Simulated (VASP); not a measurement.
# LiBr (strained rocksalt), r²SCAN single-point calculation: Ansatz's output and VASP's

```xyz
2
Lattice="0.0000 2.7670 2.7670 2.7670 0.0000 2.7670 2.7670 2.7670 0.0000" Properties=species:S:1:pos:R:3 pbc="T T T"
Li    0.0000    0.0000    0.0000
Br    2.7670    2.7670    2.7670
```

Ansatz printed

```
SCF 1 converged in 6 iterations: F = -3001.460726 eV  dr2 = 2.87e-10
  greatest PAW one-centre occupation: 0.999 electrons in one spin orbital (limit 2), on the Li atom at site 0 (counted from 0), in its partial waves of l = 0
NSCF: frozen V_eff on 7 k-points
SCF converged after 6 iterations
Free energy (F): -3001.460726 eV
Harris-Foulkes:  -3001.460726 eV  (|F-HF|=1.65e-10)
Internal energy: -3001.460726 eV  (E = F + TS)
E sigma→0 (E₀):  -3001.460726 eV
Fermi energy:    1.519863 eV
--- Per-component energies (eV) ---
  E_band       = -110.606780
  E_kinetic    = 156.297776
  E_local      = -316.210746  (includes V_loc(G=0)·N_el)
  E_nonlocal   = 36.664595
  E_hartree    = 81.573062
  E_xc         = -262.137145
  E_vxc        = -130.671736  (∫ρ·V_xc dr)
  E_paw        = -2291.969504  (= ΣΔE_a)
  E_vpaw       = -26.572452  (= ΣTr[D̂ρ^β])
  E_aug_tail   = -0.000104  (compensation charges beyond the density's cutoff)
  E_vtau       = 6.739935  (kinetic-family band-sum trace: ∫τ·v_τ [+ j·A + Jᵃ·Aᵃ] dr)
  E_ewald      = -405.520465
  E_core_change = -0.158194  (= ΣΔE_core)
  E_smearing   = -0.000000  (= −TS)
  E_closure    = -0.000000  (closes the sum)
  Σ components = -3001.460726   (vs F -3001.460726, Δ=0.00e0)
--- Forces (eV/Å), atoms counted from 1 ---
  atom   1  Li    -0.00000000    -0.00000000    -0.00000000
  atom   2  Br     0.00000000    -0.00000000    -0.00000000
  max |Σ_I F_I| component: 1.24e-29 eV/Å
--- Stress (GPa, compression-positive) ---
       -0.766334      -0.000000       0.000000
       -0.000000      -0.766334      -0.000000
        0.000000       0.000000      -0.766334
  P = ⅓ Tr σ = -0.7663 GPa (-7.663 kbar)
--- Band table (eV; the first three rows and the last of 29) ---
  k-point 0: bands = ["-44.1731", "-12.3139", "1.5199", "1.5199", "1.5199", "7.2559", "12.7319", "12.7319", "12.7319"]
  k-point 1: bands = ["-44.1729", "-12.2500", "0.9633", "1.4765", "1.4765", "7.7713", "12.0215", "12.6364", "12.6364"]
  k-point 2: bands = ["-44.1726", "-12.0884", "-0.1078", "1.3773", "1.3773", "8.2763", "11.5443", "11.5443", "12.0223"]
  k-point 28: bands = ["-44.1719", "-11.6544", "-0.5672", "-0.5672", "0.4018", "10.2673", "10.9782", "11.6951", "11.6951"]
```

Datasets and cutoffs are each program's own. VASP's cell holds 10 valence electrons and Ansatz's 10. Ansatz's stress includes a Pulay correction; VASP's doesn't.

Task: What does VASP give for the same cell and level of theory?

Result: gap between bands v and c 5.79 eV; least direct gap 5.79 eV; pressure -1.1 GPa.

From OUTCAR

```
k-points           NKPTS =     29   k-points in BZ     NKDIM =     29   number of bands    NBANDS=     12

   NELECT =      10.0000    total number of electrons

   dimension x,y,z NGX =    30 NGY =   30 NGZ =   30
   dimension x,y,z NGXF=    60 NGYF=   60 NGZF=   60

  energy-cutoff  :      520.00
  volume of cell :       42.37
      direct lattice vectors                 reciprocal lattice vectors
     0.000000000  2.766960694  2.766960694    -0.180703687  0.180703687  0.180703687
     2.766960694  0.000000000  2.766960694     0.180703687 -0.180703687  0.180703687
     2.766960694  2.766960694  0.000000000     0.180703687  0.180703687 -0.180703687

 k-points in reciprocal lattice and weights: KPOINTS created by Atomic Simulation Env
   0.00000000  0.00000000  0.00000000       0.002
   0.12500000  0.00000000  0.00000000       0.016
   0.25000000  0.00000000  0.00000000       0.016
   0.37500000  0.00000000  0.00000000       0.016
   0.50000000  0.00000000  0.00000000       0.008
   0.12500000  0.12500000  0.00000000       0.012
   0.25000000  0.12500000  0.00000000       0.047
   0.37500000  0.12500000  0.00000000       0.047
   ...

 E-fermi :  -0.1108

 k-point     1 :       0.0000    0.0000    0.0000
  band No.  band energies     occupation
      1     -45.9607      2.00000
      2     -14.0302      2.00000
      3      -0.1918      2.00000
      4      -0.1918      2.00000
      5      -0.1918      2.00000
      6       5.5997      0.00000
      7      11.0085      0.00000
      8      11.0085      0.00000
      9      11.0085      0.00000
     10      13.1769      0.00000
     11      13.1769      0.00000
     12      13.1776      0.00000

 k-point     2 :       0.1250    0.0000    0.0000
  band No.  band energies     occupation
      1     -45.9605      2.00000
      2     -13.9670      2.00000
      3      -0.7426      2.00000
      4      -0.2349      2.00000
      5      -0.2349      2.00000
      6       6.1019      0.00000
      7      10.3058      0.00000
      8      10.9072      0.00000
      9      10.9074      0.00000
     10      12.0328      0.00000
     11      12.0330      0.00000
     12      13.5112      0.00000

 k-point     3 :       0.2500    0.0000    0.0000
  band No.  band energies     occupation
      1     -45.9602      2.00000
      2     -13.8071      2.00000
      3      -1.8059      2.00000
      4      -0.3334      2.00000
      5      -0.3334      2.00000
      6       6.5710      0.00000
      7       9.8044      0.00000
      8       9.8048      0.00000
      9      10.3348      0.00000
     10      12.9174      0.00000
     11      12.9174      0.00000
     12      13.8772      0.00000

 k-point     4 :       0.3750    0.0000    0.0000
  band No.  band energies     occupation
      1     -45.9599      2.00000
      2     -13.6357      2.00000
      3      -2.6769      2.00000
      4      -0.4250      2.00000
      5      -0.4250      2.00000
      6       6.3443      0.00000
      7       8.9758      0.00000
      8       8.9761      0.00000
      9      11.7140      0.00000
     10      14.3261      0.00000
     11      14.7015      0.00000
     12      14.7015      0.00000

 k-point     5 :       0.5000    0.0000    0.0000
  band No.  band energies     occupation
      1     -45.9598      2.00000
      2     -13.5610      2.00000
      3      -3.0052      2.00000
      4      -0.4611      2.00000
      5      -0.4611      2.00000
      6       6.1830      0.00000
      7       8.6907      0.00000
      8       8.6911      0.00000
      9      12.6082      0.00000
     10      14.8381      0.00000
     11      16.3309      0.00000
     12      16.3310      0.00000

 k-point     6 :       0.1250    0.1250    0.0000
  band No.  band energies     occupation
      1     -45.9605      2.00000
      2     -13.9453      2.00000
      3      -0.6911      2.00000
      4      -0.3795      2.00000
      5      -0.3795      2.00000
      6       6.3671      0.00000
      7      10.0361      0.00000
      8      10.4699      0.00000
      9      11.1482      0.00000
     10      11.1483      0.00000
     11      13.9227      0.00000
     12      14.0444      0.00000

 k-point     7 :       0.2500    0.1250    0.0000
  band No.  band energies     occupation
      1     -45.9602      2.00000
      2     -13.8159      2.00000
      3      -1.5168      2.00000
      4      -0.5444      2.00000
      5      -0.4773      2.00000
      6       7.0957      0.00000
      7       9.3634      0.00000
      8       9.5392      0.00000
      9      10.7864      0.00000
     10      11.8622      0.00000
     11      13.8540      0.00000
     12      14.6756      0.00000

 ...

  Total       -0.2869152     -0.2869152     -0.2869152      0.0000000      0.0000000      0.0000000
  in kB      -10.8498842    -10.8498842    -10.8498842      0.0000000      0.0000000      0.0000000
  external PRESSURE =     -10.8498842 kB  Pullay stress =       0.0000000 kB

 POSITION                                       TOTAL-FORCE (eV/Angst)
 -----------------------------------------------------------------------------------
      0.00000      0.00000      0.00000        -0.000000     -0.000000     -0.000000
      2.76696      2.76696      2.76696         0.000000      0.000000      0.000000
 -----------------------------------------------------------------------------------
    total drift:                               -0.000000     -0.000000      0.000000

  FREE ENERGIE OF THE ION-ELECTRON SYSTEM (eV)
  ---------------------------------------------------
  free  energy   TOTEN  =       -19.1463924054 eV

  energy  without entropy=      -19.1463924054  energy(sigma->0) =      -19.14639241
```
